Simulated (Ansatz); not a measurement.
# Si$_{2}$W (I4/mmm), symmetry broken, then relaxed

Level of theory: DFT PBE, scalar-relativistic, plane waves, PAW (Ansatz). Cutoff 420 eV, Γ-centred 14×14×14 k-points, Gaussian smearing of 0.15 eV. Spin–orbit coupling is left out, which can shift energies with elements as heavy as these. No spin polarisation. Energies are free energies at this smearing, counted from the undisturbed cell; pressure is positive in compression.

The starting cell (relaxed at this level):

```xyz
3
Lattice="-1.6145 1.6145 3.9334 1.6145 -1.6145 3.9334 1.6145 1.6145 -3.9334" Properties=species:S:1:pos:R:3 pbc="T T T"
Si    0.0000    0.0000    2.6320
Si    0.0000    0.0000    5.2348
W     0.0000    0.0000    0.0000
```

The atoms are displaced (Å, in the unstrained cell):

```
atom ux uy uz
 Si1   0.085   0.028   0.172
 Si2  -0.039   0.171  -0.236
  W3  -0.046  -0.199   0.064
```

Cell and atoms are then relaxed.

Q: Does the relaxation return to the undisturbed structure?

A: Yes (up to a choice of domain or origin): same space group and volume, and an energy 0.0 meV/atom from it. The disturbance itself cost 650.5 meV/atom. The final space group reads I4/mmm (tolerance 0.05 Å) and the volume changes by 0.02 %.

Final structure:

```yaml
crystal:
  lattice:
    - [-1.61454, 1.61473, 3.93383]
    - [1.61452, -1.61443, 3.93370]
    - [1.61455, 1.61444, -3.93370]
  atoms:
    - { symbol: Si, position: [0.33458, 0.33456, 0.00001] }
    - { symbol: Si, position: [0.66543, 0.66544, 0.99999] }
    - { symbol: W, position: [0.00000, 0.00000, 0.00000] }
```

The relaxation, step by step (energy from the first step; small jumps at an unchanged geometry come where the plane waves are selected anew for the new cell):

```tsv
step	ΔE (meV/atom)	largest force component (eV/Å)	pressure (GPa)
1	0.0	7.157	24.94
2	-540.9	2.131	11.90
3	-623.5	0.561	5.39
4	-646.5	0.149	0.27
5	-650.2	0.027	0.19
6	-650.5	0.000	0.00
7	-650.5	0.000	0.00
```

Frames along the relaxation (Å, eV/Å):

```xyz
3
Lattice="-1.614 1.614 3.933 1.614 -1.614 3.933 1.614 1.614 -3.933" Properties=species:S:1:pos:R:3:forces:R:3 pbc="T T T" step=1
Si    0.085    0.028    2.804   -1.047   -1.383   -5.241
Si   -0.039    0.171    4.999   -0.043   -3.739    7.157
W    -0.046   -0.199    0.064    1.090    5.123   -1.916
3
Lattice="-1.637 1.638 3.826 1.619 -1.585 3.797 1.631 1.579 -3.804" Properties=species:S:1:pos:R:3:forces:R:3 pbc="T T T" step=2
Si    0.022    0.041    2.606   -0.401   -0.518   -1.587
Si   -0.022    0.103    5.002    0.031   -1.216    2.131
W    -0.018   -0.090    0.015    0.370    1.734   -0.543
3
Lattice="-1.571 1.638 3.906 1.568 -1.653 3.911 1.565 1.648 -3.912" Properties=species:S:1:pos:R:3:forces:R:3 pbc="T T T" step=3
Si    0.002    0.002    2.635   -0.048   -0.179   -0.466
Si    0.000    0.013    5.178   -0.043   -0.362    0.561
W    -0.005   -0.031    0.004    0.091    0.541   -0.095
3
Lattice="-1.625 1.587 3.951 1.627 -1.605 3.959 1.622 1.602 -3.958" Properties=species:S:1:pos:R:3:forces:R:3 pbc="T T T" step=4
Si   -0.004   -0.006    2.653    0.051   -0.024   -0.122
Si    0.006   -0.006    5.256   -0.064   -0.075    0.149
W    -0.001   -0.006    0.001    0.014    0.099   -0.027
3
Lattice="-1.614 1.625 3.931 1.614 -1.607 3.923 1.615 1.608 -3.923" Properties=species:S:1:pos:R:3:forces:R:3 pbc="T T T" step=5
Si    0.000    0.008    2.626    0.001   -0.010    0.024
Si    0.000    0.010    5.228   -0.001    0.015   -0.027
W     0.000    0.000    0.000    0.000   -0.005    0.002
3
Lattice="-1.615 1.615 3.934 1.615 -1.614 3.934 1.615 1.614 -3.934" Properties=species:S:1:pos:R:3:forces:R:3 pbc="T T T" step=6
Si    0.000    0.000    2.632    0.000    0.000    0.000
Si    0.000    0.000    5.235    0.000    0.000    0.000
W     0.000    0.000    0.000    0.000    0.000    0.000
3
Lattice="-1.615 1.615 3.934 1.615 -1.614 3.934 1.615 1.614 -3.934" Properties=species:S:1:pos:R:3:forces:R:3 pbc="T T T" step=7
Si    0.000    0.000    2.632    0.000    0.000    0.000
Si    0.000    0.000    5.235    0.000    0.000    0.000
W     0.000    0.000    0.000    0.000    0.000    0.000
```

Cost: 3 runs of about 7.9 core-minutes in all, on Intel Xeon Platinum 8488C (Sapphire Rapids) (shared hosts).